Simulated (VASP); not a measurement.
Se:

```
Se
1.0
     4.36620    0.00000    0.00000
    -2.18310    3.78124    0.00000
     0.00000    0.00000    4.95360
Se
3
Direct
  0.22540 0.00000 0.33333
  0.00000 0.22540 0.66667
  0.77460 0.77460 0.00000
```

| Item | Value |
| --- | --- |
| Program | VASP 6.6.1 |
| Task | relaxation of cell and atoms |
| Functional | PBEsol |
| Potentials or basis | VASP PAW PBE potentials, release 64 (Se) |
| Cutoff | 600 eV |
| k mesh | 9 × 9 × 6 |
| Occupations | gaussian, width 0.03 eV |
| Spin | no spin polarisation |

At the start: pressure 0.4 GPa; volume 27.26 Å³/atom.

Problem. Where does the relaxation end?

Solution. Over 13 steps the energy falls by 25.0 meV/atom and the volume is 24.08 Å³/atom (-11.7 %); space group P3_121 (No. 152, to 0.05 Å).

Step by step:
```
step  energy change (eV)  largest force (eV/Å)  pressure (GPa)  volume (Å³)
   1              0.0000                0.3330            0.36        81.78
   2             -0.0099                0.0106           -1.33        82.50
   3             -0.0102                0.0370           -1.09        82.39
   4             -0.0238                0.0441           -0.99        80.96
   5             -0.0574                0.0831           -0.38        76.71
   6             -0.0509                0.1960            2.69        68.45
   7             -0.0702                0.1520            0.66        73.26
   8             -0.0706                0.1626            0.97        72.30
   9             -0.0746                0.0098            0.04        71.84
  10             -0.0748                0.0169            0.19        71.92
  11             -0.0748                0.0141            0.16        71.91
  12             -0.0749                0.0082            0.07        72.13
  13             -0.0750                0.0048            0.03        72.25
```

Final structure:
```xyz
3
Lattice="4.0321 0.0000 0.0000 -2.0160 3.4919 0.0000 0.0000 0.0000 5.1315" Properties=species:S:1:pos:R:3 pbc="T T T"
Se    1.0059    0.0000    1.7105
Se    3.5291    0.8711    3.4210
Se    1.5131    2.6207    0.0000
```

Caveat: the PAW data sets were made with another functional, which shifts forces and pressure a little; the volume moved by -12 % from the deposited cell, more than functionals usually miss.
